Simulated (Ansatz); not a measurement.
# InSb: strong compression, part 2 of 2

Aim: compress InSb (CsCl type) step by step, far beyond the usual range, and follow pressure and electronic structure. The runs shown use LAPW, crystal datasets and norm-conserving. Companion runs by PAW are cited. Its runs: the reference run (LAPW); volume scaled by 1 (crystal datasets and norm-conserving); volume scaled by 0.94 (LAPW); volume scaled by 0.88 (LAPW and crystal datasets); volume scaled by 0.8 (LAPW and norm-conserving); volume scaled by 0.72 (LAPW); volume scaled by 0.64 (LAPW and norm-conserving); volume scaled by 0.55 (LAPW, crystal datasets and norm-conserving).

Ansatz 0.2.0; DFT PBE; a cell built from a prototype (CsCl type), not taken from measurement. «Crystal datasets» are all-electron PAW datasets made for this crystal.

## (10) Volume scaled by 0.72, LAPW

File input.yaml:

```yaml
crystal:
  lattice:
    - [3.411486541, 0.0, 0.0]
    - [0.0, 3.411486541, 0.0]
    - [0.0, 0.0, 3.411486541]
  atoms:
    - { symbol: In, position: [0.0, 0.0, 0.0] }
    - { symbol: Sb, position: [0.5, 0.5, 0.5] }
kpoints:
  mp_grid: { grid: [11, 11, 11] }
scf:
  occupations: { method: fermi_dirac, width: 0.08 }
hamiltonian:
  xc: pbe
  pseudopotentials: { kind: all_electron, lapw: { basis_error: 0.001 } }
output:
  forces: true
  stress: true
  eigenvalues: true
  populations: true
```

Launch:

```bash
$ ansatz run input.yaml --threads 1 --pin off --max-ram 2048MiB --backend cpu --events-out ev --progress --plain --runs-dir out
```

What it wrote, cut to the lines that bear on the results:

```text
In: projections on atomic orbitals take those of the free atom 1s2 2s2 2p6 3s2 3p6 3d10 4s2 4p6 4d10 5s2 5p1, of charge +0.00 (hamiltonian.pseudopotentials.projection_atoms)
Sb: projections on atomic orbitals take those of the free atom 1s2 2s2 2p6 3s2 3p6 3d10 4s2 4p6 4d10 5s2 5p3, of charge +0.00 (hamiltonian.pseudopotentials.projection_atoms)
[...]
--- Stress (GPa, compression-positive) ---
       33.221887      -0.000000       0.000000
       -0.000000      33.221887       0.000000
        0.000000       0.000000      33.221887
  P = ⅓ Tr σ = 33.2219 GPa (332.219 kbar)
--- Band table (eV; the first three rows and the last of 56) ---
[... band rows left out ...]
[...]
--- Löwdin populations: 2 sites ---
  site symbol       q [e]
     0     In     49.2082
     1     Sb     50.7089
  spilling = 0.000829 (of n_electrons = 100.000000)
```

Run time: 18 s. Hardware: 1 thread of Arm Neoverse V2, shared host; peak memory 0.37 GiB.

Read from it: pressure 33.22 GPa; no gap.

## (11) Volume scaled by 0.64, LAPW

input.yaml, as its differences from that of step 10:

```diff
@@ -2,5 +2,5 @@
   lattice:
-    - [3.411486541, 0.0, 0.0]
-    - [0.0, 3.411486541, 0.0]
-    - [0.0, 0.0, 3.411486541]
+    - [3.2801433319, 0.0, 0.0]
+    - [0.0, 3.2801433319, 0.0]
+    - [0.0, 0.0, 3.2801433319]
   atoms:
```

Launch:

```bash
$ ansatz run input.yaml --threads 1 --pin off --max-ram 2048MiB --backend cpu --events-out ev --progress --plain --runs-dir out
```

What it wrote, cut to the lines that bear on the results:

```text
In: projections on atomic orbitals take those of the free atom 1s2 2s2 2p6 3s2 3p6 3d10 4s2 4p6 4d10 5s2 5p1, of charge +0.00 (hamiltonian.pseudopotentials.projection_atoms)
Sb: projections on atomic orbitals take those of the free atom 1s2 2s2 2p6 3s2 3p6 3d10 4s2 4p6 4d10 5s2 5p3, of charge +0.00 (hamiltonian.pseudopotentials.projection_atoms)
[...]
--- Stress (GPa, compression-positive) ---
       60.736778      -0.000000       0.000000
       -0.000000      60.736778       0.000000
        0.000000       0.000000      60.736778
  P = ⅓ Tr σ = 60.7368 GPa (607.368 kbar)
--- Band table (eV; the first three rows and the last of 56) ---
[... band rows left out ...]
[...]
--- Löwdin populations: 2 sites ---
  site symbol       q [e]
     0     In     49.2280
     1     Sb     50.6794
  spilling = 0.000926 (of n_electrons = 100.000000)
```

Run time: 17 s. Hardware: 1 thread of Arm Neoverse V2, shared host; peak memory 0.37 GiB.

This run gives: pressure 60.74 GPa; no gap.

## (12) Volume scaled by 0.64, norm-conserving

input.yaml, as its differences from that of step 11:

```diff
@@ -14,3 +14,3 @@
   xc: pbe
-  pseudopotentials: { kind: all_electron, lapw: { basis_error: 0.001 } }
+  pseudopotentials: { kind: nc }
 output:
@@ -19,2 +19 @@
   eigenvalues: true
-  populations: true
```

Launch:

```bash
$ ansatz run input.yaml --threads 1 --pin off --max-ram 2048MiB --backend cpu --events-out ev --progress --plain --runs-dir out
```

What it wrote, cut to the lines that bear on the results:

```text
[...]
[... 4 set-up lines as earlier in the session ...]
[...]
Crystal: 2 atoms, lattice volume = 35.292 Å³
[...]
Fermi energy:    19.047382 eV
[...]
--- Forces (eV/Å), atoms counted from 1 ---
  atom   1  In    -0.00000000    -0.00000000    -0.00000000
  atom   2  Sb     0.00000000    -0.00000000     0.00000000
[...]
--- Stress (GPa, compression-positive) ---
       60.817717      -0.000000       0.000000
        0.000000      60.817717       0.000000
        0.000000       0.000000      60.817717
  P = ⅓ Tr σ = 60.8177 GPa (608.177 kbar)
--- Band table (eV; the first three rows and the last of 56) ---
[... band rows left out ...]
[...]
```

It took 16 s on 1 thread of Arm Neoverse V2, shared host; peak memory 0.34 GiB.

This run gives: pressure 60.82 GPa; no gap.

## (13) Volume scaled by 0.55, LAPW

File input.yaml:

```yaml
crystal:
  lattice:
    - [3.1185572889, 0.0, 0.0]
    - [0.0, 3.1185572889, 0.0]
    - [0.0, 0.0, 3.1185572889]
  atoms:
    - { symbol: In, position: [0.0, 0.0, 0.0] }
    - { symbol: Sb, position: [0.5, 0.5, 0.5] }
kpoints:
  mp_grid: { grid: [11, 11, 11] }
  band_path:
    path:
      - [0.0, 0.0, 0.0]
      - [0.0, 0.5, 0.0]
      - [0.5, 0.5, 0.0]
      - [0.0, 0.0, 0.0]
      - [0.5, 0.5, 0.5]
      - [0.0, 0.5, 0.0]
      - [0.5, 0.5, 0.5]
      - [0.5, 0.5, 0.0]
    npoints: 8
scf:
  occupations: { method: fermi_dirac, width: 0.08 }
hamiltonian:
  xc: pbe
  pseudopotentials: { kind: all_electron, lapw: { basis_error: 0.001 } }
output:
  forces: true
  stress: true
  eigenvalues: true
  populations: true
  dos: { projected: true, de: 0.2, e_range: [-14, 8] }
```

Launch:

```bash
$ ansatz run input.yaml --threads 1 --pin off --max-ram 2048MiB --backend cpu --events-out ev --progress --plain --runs-dir out
```

What it wrote:

```text
In: projections on atomic orbitals take those of the free atom 1s2 2s2 2p6 3s2 3p6 3d10 4s2 4p6 4d10 5s2 5p1, of charge +0.00 (hamiltonian.pseudopotentials.projection_atoms)
Sb: projections on atomic orbitals take those of the free atom 1s2 2s2 2p6 3s2 3p6 3d10 4s2 4p6 4d10 5s2 5p3, of charge +0.00 (hamiltonian.pseudopotentials.projection_atoms)
LAPW: plane waves up to 8.570 Å⁻¹, error target 1.0e-3 eV per atom; small_component_spin mean_spin; In in spheres of 1.354 Å, 21 of its electrons in bands, Dirac shells []; Sb in spheres of 1.346 Å, 23 of its electrons in bands, Dirac shells []
[... 9 set-up lines as earlier in the session ...]
Crystal: 2 atoms, lattice volume = 30.329 Å³
Basis set: ecut = 279.8478698907245 eV, 341 PW (Γ), exchange–correlation at level 2
Bands: 27, of which v1, the nominal top of the filled ones, is band 22 counted from 1 (21 counted from 0)
[... 1 set-up line as earlier in the session ...]
Space group: Pm-3m (ITA 221), of the structure as read, at distance tolerance 3.1e-5 Å
k-points: 56 of 1331
[... 5 set-up lines as earlier in the session ...]
iter 1 solved again at ethr=1.78e-4 eV; its pass at ethr=1.00e-1 eV (dr2=7.84e-2 eV) is discarded
SCF iter   1: F=—  HF=-336408.999132 eV  |F-HF|=—  |Δ(HF+E_count)|=         —  Δρ=1.58e-2  dr2=7.85e-2  ethr=1.78e-4  ⟨swp⟩=3.1  Hψ=10534  notcnv=0
preconditioner: auto → Kerker (q_TF=auto, 2.903 Å⁻¹)  [metal: Δε(μ)=0.031 eV  Ē_g=24.173 eV  σ=0.080 eV  W_gap=0.10  n_scr=18 (ndim 8)  ℏωp=35.7 eV  f_vac=0.000  D(μ)=1.07/eV (n_scr^D=6)]
SCF iter   2: F=—  HF=-336408.883887 eV  |F-HF|=—  |Δ(HF+E_count)|=   1.15e-1  Δρ=8.25e-3  dr2=2.12e-2  ethr=1.78e-4  ⟨swp⟩=2.0  Hψ=4493  notcnv=0
SCF iter   3: F=—  HF=-336408.875422 eV  |F-HF|=—  |Δ(HF+E_count)|=   8.47e-3  Δρ=5.55e-3  dr2=1.18e-2  ethr=4.82e-5  ⟨swp⟩=2.0  Hψ=4254  notcnv=0
SCF iter   4: F=—  HF=-336408.872268 eV  |F-HF|=—  |Δ(HF+E_count)|=   3.15e-3  Δρ=2.11e-3  dr2=2.13e-3  ethr=2.68e-5  ⟨swp⟩=2.0  Hψ=4254  notcnv=0
SCF iter   5: F=—  HF=-336408.872381 eV  |F-HF|=—  |Δ(HF+E_count)|=   1.12e-4  Δρ=7.45e-4  dr2=3.54e-4  ethr=4.85e-6  ⟨swp⟩=2.0  Hψ=4252  notcnv=0
iter 6 solved again at ethr=7.95e-8 eV; its pass at ethr=8.04e-7 eV (dr2=3.50e-5 eV) is discarded
SCF iter   6: F=—  HF=-336408.872139 eV  |F-HF|=—  |Δ(HF+E_count)|=   2.41e-4  Δρ=3.46e-4  dr2=3.49e-5  ethr=7.95e-8  ⟨swp⟩=2.0  Hψ=7348  notcnv=0
SCF iter   7: F=—  HF=-336408.872140 eV  |F-HF|=—  |Δ(HF+E_count)|=   4.49e-7  Δρ=1.24e-4  dr2=4.02e-6  ethr=7.93e-8  ⟨swp⟩=2.0  Hψ=4252  notcnv=0
SCF iter   8: F=—  HF=-336408.872140 eV  |F-HF|=—  |Δ(HF+E_count)|=   1.18e-8  Δρ=1.42e-5  dr2=3.76e-8  ethr=9.14e-9  ⟨swp⟩=2.0  Hψ=4252  notcnv=0
SCF iter   9: F=-336408.872140 eV  HF=-336408.872140 eV  |F-HF|=4.25e-9  |Δ(HF+E_count)|=   1.14e-8  Δρ=3.24e-6  dr2=2.31e-9  ethr=8.54e-11  ⟨swp⟩=2.7  Hψ=4342  notcnv=0
SCF 1 converged in 9 iterations: F = -336408.872140 eV  dr2 = 2.31e-9
NSCF: frozen V_eff on 57 k-points
SCF converged after 9 iterations
Free energy (F): -336408.872140 eV
Harris-Foulkes:  -336408.872140 eV  (|F-HF|=4.25e-9)
Internal energy: -336408.851437 eV  (E = F + TS)
E sigma→0 (E₀):  -336408.861789 eV
Entropy (-TS):   -0.020702 eV (-10.351 meV/atom)
Fermi energy:    27.746415 eV
--- Per-component energies (eV) ---
  E_band       = -854.602900
  E_kinetic    = 353919.432970
  E_xc         = -9009.430247
  E_electrostatic = -681318.854160  (all electrons and nuclei)
  E_smearing   = -0.020702  (= −TS)
  E_closure    = 0.000000  (closes the sum)
  E_atoms      = -336407.490643  (free atoms, spherical and without spin; not in F)
  Σ components = -336408.872140   (vs F -336408.872140, Δ=0.00e0)
  Basis errors (estimates in eV, not in F): energy 2.5e-4 per atom: plane waves 2.4e-4 (1.2e-4 summed), levels above the bands 7.3e-44, relativity 4.3e-8, radial functions 1.1e-5, core shells 3.6e-7; eigenvalues (radial functions only) 2.2e-5; not estimated: angular momenta, meshes, grids; target (lapw.basis_error) 1.0e-3; muffin-tin radii In 1.354 Å, Sb 1.346 Å
--- Forces (eV/Å), atoms counted from 1 ---
  atom   1  In    -0.00000000     0.00000000     0.00000000
  atom   2  Sb     0.00000000     0.00000000     0.00000000
  max |Σ_I F_I| component: 5.21e-30 eV/Å
--- Stress (GPa, compression-positive) ---
      118.524053       0.000000       0.000000
        0.000000     118.524053       0.000000
        0.000000       0.000000     118.524053
  P = ⅓ Tr σ = 118.5241 GPa (1185.241 kbar)
--- Band table (eV; the first three rows and the last of 56) ---
  k-point 0: bands = ["-117.2922", "-88.8191", "-70.2918", "-70.2918", "-70.2918", "-47.3314", "-47.3314", "-47.3314", "-2.3802", "-2.3802", "-2.2174", "-2.2174", "-2.2174", "10.5836", "11.3767", "11.3767", "12.0168", "12.0168", "12.0168", "25.9941", "25.9941", "25.9941", "29.9606", "31.7261", "31.7261", "40.2138", "40.2138"]
  k-point 1: bands = ["-117.2922", "-88.8190", "-70.2921", "-70.2918", "-70.2918", "-47.3323", "-47.3313", "-47.3313", "-2.3789", "-2.3663", "-2.2213", "-2.2213", "-2.2165", "10.7220", "11.3787", "11.4122", "11.9885", "11.9885", "12.0154", "24.7016", "26.1921", "26.1921", "30.4562", "31.7767", "32.7826", "39.5926", "39.9826"]
  k-point 2: bands = ["-117.2921", "-88.8189", "-70.2927", "-70.2918", "-70.2918", "-47.3348", "-47.3312", "-47.3312", "-2.3756", "-2.3290", "-2.2318", "-2.2318", "-2.2140", "11.1038", "11.3841", "11.5410", "11.9138", "11.9138", "12.0116", "22.4717", "26.7721", "26.7721", "30.8362", "31.9277", "35.4199", "38.3497", "38.5663"]
  k-point 55: bands = ["-117.2918", "-88.8175", "-70.2943", "-70.2943", "-70.2943", "-47.3412", "-47.3412", "-47.3411", "-2.3305", "-2.3290", "-2.3290", "-2.1037", "-2.1037", "11.2134", "11.2373", "11.2373", "12.3091", "12.3091", "20.3028", "23.0976", "23.7778", "23.7778", "25.6210", "25.8286", "25.8286", "27.5646", "48.0221"]
--- Löwdin populations: 2 sites ---
  site symbol       q [e]
     0     In     49.2547
     1     Sb     50.6399
  spilling = 0.001054 (of n_electrons = 100.000000)
```

It took 25 s on 1 thread of Arm Neoverse V2, shared host; peak memory 0.39 GiB.

Read from it: pressure 118.52 GPa; no gap.

Levels at the path's labelled points, in eV from the Fermi level:

| point | band 19 | band 20 | band 21 | band 22 | band 23 | band 24 | band 25 |
| --- | --- | --- | --- | --- | --- | --- | --- |
| Γ | -15.73 | -1.75 | -1.75 | -1.75 | 2.21 | 3.98 | 3.98 |
| X | -13.63 | -11.29 | 2.70 | 2.70 | 4.79 | 4.79 | 5.04 |
| M | -8.61 | -8.47 | -8.47 | -5.52 | 3.73 | 6.76 | 6.76 |
| Γ | -15.73 | -1.75 | -1.75 | -1.75 | 2.21 | 3.98 | 3.98 |
| R | -7.21 | -3.61 | -3.61 | -3.61 | -2.47 | -2.47 | -2.47 |
| X | -13.63 | -11.29 | 2.70 | 2.70 | 4.79 | 4.79 | 5.04 |
| R | -7.21 | -3.61 | -3.61 | -3.61 | -2.47 | -2.47 | -2.47 |
| M | -8.61 | -8.47 | -8.47 | -5.52 | 3.73 | 6.76 | 6.76 |

States per cell, counted by energy window (eV from the Fermi level, on a grid of 0.20 eV):

| from | to | total | Sb 5p | In 5p | In 5s | Sb 5s |
| --- | --- | --- | --- | --- | --- | --- |
| -10 | -9 | 0.46 | 0.17 | 0.09 | 0.07 | 0.09 |
| -9 | -8 | 0.54 | 0.23 | 0.12 | 0.07 | 0.08 |
| -8 | -7 | 0.51 | 0.22 | 0.12 | 0.06 | 0.08 |
| -7 | -6 | 0.52 | 0.21 | 0.11 | 0.07 | 0.10 |
| -6 | -5 | 0.54 | 0.22 | 0.10 | 0.07 | 0.12 |
| -5 | -4 | 0.62 | 0.24 | 0.12 | 0.11 | 0.12 |
| -4 | -3 | 0.65 | 0.26 | 0.15 | 0.13 | 0.08 |
| -3 | -2 | 0.70 | 0.30 | 0.16 | 0.13 | 0.07 |
| -2 | -1 | 0.78 | 0.37 | 0.18 | 0.14 | 0.06 |
| -1 | 0 | 0.77 | 0.37 | 0.19 | 0.12 | 0.04 |
| 0 | 1 | 0.75 | 0.35 | 0.20 | 0.11 | 0.04 |
| 1 | 2 | 0.68 | 0.32 | 0.20 | 0.08 | 0.03 |
| 2 | 3 | 0.71 | 0.31 | 0.22 | 0.09 | 0.02 |
| 3 | 4 | 0.67 | 0.20 | 0.24 | 0.10 | 0.04 |
| 4 | 5 | 0.88 | 0.19 | 0.32 | 0.10 | 0.06 |

## (14) Volume scaled by 0.55, crystal datasets

File input.yaml:

```yaml
crystal:
  lattice:
    - [3.1185572889, 0.0, 0.0]
    - [0.0, 3.1185572889, 0.0]
    - [0.0, 0.0, 3.1185572889]
  atoms:
    - { symbol: In, position: [0.0, 0.0, 0.0] }
    - { symbol: Sb, position: [0.5, 0.5, 0.5] }
kpoints:
  mp_grid: { grid: [11, 11, 11] }
scf:
  occupations: { method: fermi_dirac, width: 0.08 }
hamiltonian:
  xc: pbe
  pseudopotentials: { kind: all_electron, datasets: crystal }
output:
  forces: true
  stress: true
  eigenvalues: true
```

Launch:

```bash
$ ansatz run input.yaml --threads 1 --pin off --max-ram 2048MiB --backend cpu --events-out ev --progress --plain --runs-dir out
```

What it wrote, cut to the lines that bear on the results:

```text
[...]
[... 1 set-up line as earlier in the session ...]
Pseudopotential: In, paw, valence charge 21, recommended cutoff 280 eV (normal), Koelling and Harmon's equation, gaussian nucleus
Pseudopotential: Sb, paw, valence charge 23, recommended cutoff 280 eV (normal), Koelling and Harmon's equation, gaussian nucleus
[... 1 set-up line as earlier in the session ...]
[...]
Crystal: 2 atoms, lattice volume = 30.329 Å³
[...]
      118.526329      -0.000000       0.000000
        0.000000     118.526329       0.000000
        0.000000       0.000000     118.526329
  P = ⅓ Tr σ = 118.5263 GPa (1185.263 kbar)
  It holds what live shells' own plane waves past their cutoff add
--- Band table (eV; the first three rows and the last of 56) ---
  k-point 0: bands = ["10.5836", "11.3768", "11.3768", "12.0169", "12.0169", "12.0169", "25.9941", "25.9941", "25.9941", "29.9607", "31.7261", "31.7261", "40.2137", "40.2137", "40.2137"]
[...]
```

It took 10 s on 1 thread of Arm Neoverse V2, shared host; peak memory 0.56 GiB.

In short: pressure 118.53 GPa; no gap.

## (15) Volume scaled by 0.55, norm-conserving

input.yaml, as its differences from that of step 14:

```diff
@@ -14,3 +14,3 @@
   xc: pbe
-  pseudopotentials: { kind: all_electron, datasets: crystal }
+  pseudopotentials: { kind: nc }
 output:
```

Launch:

```bash
$ ansatz run input.yaml --threads 1 --pin off --max-ram 2048MiB --backend cpu --events-out ev --progress --plain --runs-dir out
```

What it wrote, cut to the lines that bear on the results:

```text
[...]
[... 4 set-up lines as earlier in the session ...]
[...]
Crystal: 2 atoms, lattice volume = 30.329 Å³
[...]
Fermi energy:    22.821492 eV
[...]
--- Forces (eV/Å), atoms counted from 1 ---
  atom   1  In    -0.00000000    -0.00000000    -0.00000000
  atom   2  Sb     0.00000000     0.00000000     0.00000000
[...]
--- Stress (GPa, compression-positive) ---
      118.677252      -0.000000       0.000000
       -0.000000     118.677252       0.000000
        0.000000       0.000000     118.677252
  P = ⅓ Tr σ = 118.6773 GPa (1186.773 kbar)
--- Band table (eV; the first three rows and the last of 56) ---
[... band rows left out ...]
[...]
```

Run time: 17 s. Hardware: 1 thread of Arm Neoverse V2, shared host; peak memory 0.33 GiB.

This run gives: pressure 118.68 GPa; no gap.

## (16) Side by side

The PAW rows are taken from companion runs at the same settings.

| method | volume over the first | volume (Å³/atom) | pressure (GPa) | SCF cycles, all passes |
| --- | --- | --- | --- | --- |
| LAPW | 1 | 27.572 | 0.01 | 8 |
| LAPW | 0.94 | 25.918 | 3.25 | 8 |
| LAPW | 0.88 | 24.263 | 7.83 | 8 |
| LAPW | 0.8 | 22.058 | 17.25 | 9 |
| LAPW | 0.72 | 19.852 | 33.22 | 9 |
| LAPW | 0.64 | 17.646 | 60.74 | 9 |
| LAPW | 0.55 | 15.165 | 118.52 | 9 |
| PAW | 1 | 27.572 | 0.01 | 6 |
| PAW | 0.94 | 25.918 | 3.24 | 6 |
| PAW | 0.88 | 24.263 | 7.82 | 6 |
| PAW | 0.8 | 22.058 | 17.24 | 6 |
| PAW | 0.72 | 19.852 | 33.22 | 6 |
| PAW | 0.64 | 17.646 | 60.76 | 6 |
| PAW | 0.55 | 15.165 | 118.61 | 7 |
| PAW (cutoff 1000 eV) | 0.55 | 15.165 | 118.53 | 6 |
| PAW (partial_waves polarizable) | 0.72 | 19.852 | 33.22 | 6 |
| crystal datasets | 1 | 27.572 | 0.01 | 8 |
| crystal datasets | 0.88 | 24.263 | 7.83 | 8 |
| crystal datasets | 0.55 | 15.165 | 118.53 | 8 |
| norm-conserving | 1 | 27.572 | 0.01 | 7 |
| norm-conserving | 0.8 | 22.058 | 17.27 | 7 |
| norm-conserving | 0.64 | 17.646 | 60.82 | 7 |
| norm-conserving | 0.55 | 15.165 | 118.68 | 7 |

## (17) Summary of results

This closing draws on all 2 parts.

| quantity | value |
| --- | --- |
| LAPW pressure at 0.55 of the volume | 118.5 GPa |
| PAW pressure at 0.55 of the volume | 118.6 GPa |
| PAW (cutoff 1000 eV) pressure at 0.55 of the volume | 118.5 GPa |
| crystal datasets pressure at 0.55 of the volume | 118.5 GPa |
| norm-conserving pressure at 0.55 of the volume | 118.7 GPa |
| fitted bulk modulus at zero pressure (LAPW) | 45 GPa |
| its pressure derivative | 4.89 |

What this shows: By LAPW the pressure climbs to 119 GPa at 0.55 of the first volume. One third-order Birch-Murnaghan curve follows these points (B₀ = 45 GPa, B′ = 4.89, misfit at most 0.20 GPa). A fit over so wide a range leans to the high pressures, so B₀ can be off by several per cent. Where LAPW's pressure is over 3 GPa, PAW's departs from it by at most 0.2 %, at 0.94 of the volume. The ions are at rest, and the electrons smeared by 0.08 eV. Spin-orbit coupling is left out, though the cell holds Sb; in elements this heavy it can shift bands and gaps by tenths of an eV.
